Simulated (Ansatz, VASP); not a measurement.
**Two plane-wave programs on Mg**

File INCAR:

```
SYSTEM = Mg
  ALGO = Normal
  EDIFF = 1E-7
  ENCUT = 520
  GGA = PE
  ISIF = 2
  ISMEAR = -1
  LASPH = .True.
  LCHARG = .False.
  LREAL = .False.
  LWAVE = .False.
  NBANDS = 7
  NELM = 60
  PREC = Accurate
  SIGMA = 0.05
```

KPOINTS

```
k-points
0
Gamma
  10 10 10
  0 0 0
```

The input POSCAR:

```
Mg
1.0
    0.0000000000      2.2882721944      2.2882721944
    2.2882721944      0.0000000000      2.2882721944
    2.2882721944      2.2882721944      0.0000000000
Mg
1
Direct
    0.0000000000      0.0000000000      0.0000000000
```

input.yaml

```yaml
crystal:
  lattice:
    - [0.0, 2.2882721944, 2.2882721944]
    - [2.2882721944, 0.0, 2.2882721944]
    - [2.2882721944, 2.2882721944, 0.0]
  atoms:
    - { symbol: Mg, position: [0.0, 0.0, 0.0] }
hamiltonian:
  xc: pbe
  pseudopotentials: { kind: paw }
kpoints:
  mp_grid: { grid: [10, 10, 10] }
scf:
  occupations: { method: fermi_dirac, width: 0.05 }
output:
  forces: true
  stress: true
  eigenvalues: true
```

Change from the starting cell: volume scaled by 1.06.

Alike in both runs: task single point; functional PBE; k mesh 10 × 10 × 10; occupations fermi-dirac, width 0.05 eV; no spin polarisation.

|  | VASP | Ansatz |
| --- | --- | --- |
| version | VASP 6.6.1 | Ansatz 0.2.0 |
| potentials or method | VASP PAW PBE potentials, release 64 (Mg) | Ansatz PAW |
| plane-wave cutoff (eV) | 520 | 420 |
| valence electrons in the cell | 2 | 10 |

VASP gave:

* gap on the k mesh at the Fermi level (eV): none
* pressure (GPa): -1.3

Task: Which values does Ansatz return?

Result: gap on the k mesh at the Fermi level (eV): none; pressure (GPa): -1.2.

A gap of «none» marks a metal or a gap that the smearing closes. The functional is the same, so the differences come from potentials, cutoffs and numerics. The two sets of potentials don't hold the same shells in valence.
